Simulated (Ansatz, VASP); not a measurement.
One calculation of Zn, two programs

Contents of INCAR:

```
PREC = Accurate
ENCUT = 520
EDIFF = 1E-6
ISMEAR = 0
SIGMA = 0.15
LREAL = F
LASPH = T
NELM = 100
ALGO = Normal
ISIF = 2
LWAVE = F
LCHARG = F
GGA = PE
NBANDS = 12
```

Contents of KPOINTS:

```
regular mesh
0
Gamma
  24 24 24
```

File POSCAR:

```
Zn
1.0
   -1.5690370000      1.5690370000      1.5690370000
    1.5690370000     -1.5690370000      1.5690370000
    1.5690370000      1.5690370000     -1.5690370000
Zn
1
Direct
    0.0000000000      0.0000000000      0.0000000000
```

Input for Ansatz:

```yaml
crystal:
  lattice:
    - [-1.569037, 1.569037, 1.569037]
    - [1.569037, -1.569037, 1.569037]
    - [1.569037, 1.569037, -1.569037]
  atoms:
    - { symbol: Zn, position: [0.0, 0.0, 0.0] }
basis:
  ecutwfc: 420
kpoints:
  mp_grid: { grid: [24, 24, 24] }
hamiltonian:
  xc: pbe
scf:
  occupations: { method: gaussian, width: 0.15 }
output:
  forces: true
  stress: true
  eigenvalues: true
```

This isn't the form of Zn at room conditions, which is hcp.

Alike in both runs: task single point; functional PBE; k mesh 24 × 24 × 24; occupations gaussian, width 0.15 eV; no spin polarisation.

|  | VASP | Ansatz |
| --- | --- | --- |
| version | VASP 6.6.1 | Ansatz 0.2.0 |
| potentials or method | VASP PAW PBE potentials, release 64 (Zn) | scalar-relativistic, plane waves, PAW |
| plane-wave cutoff (eV) | 520 | 420 |
| valence electrons in the cell | 12 | 12 |

Ansatz gave:

- gap on the k mesh at the Fermi level (eV): none
- pressure (GPa): -0.3

Estimate VASP's values.

gap on the k mesh at the Fermi level (eV): none; pressure (GPa): 0.0.

A gap of «none» marks a metal or a gap that the smearing closes.
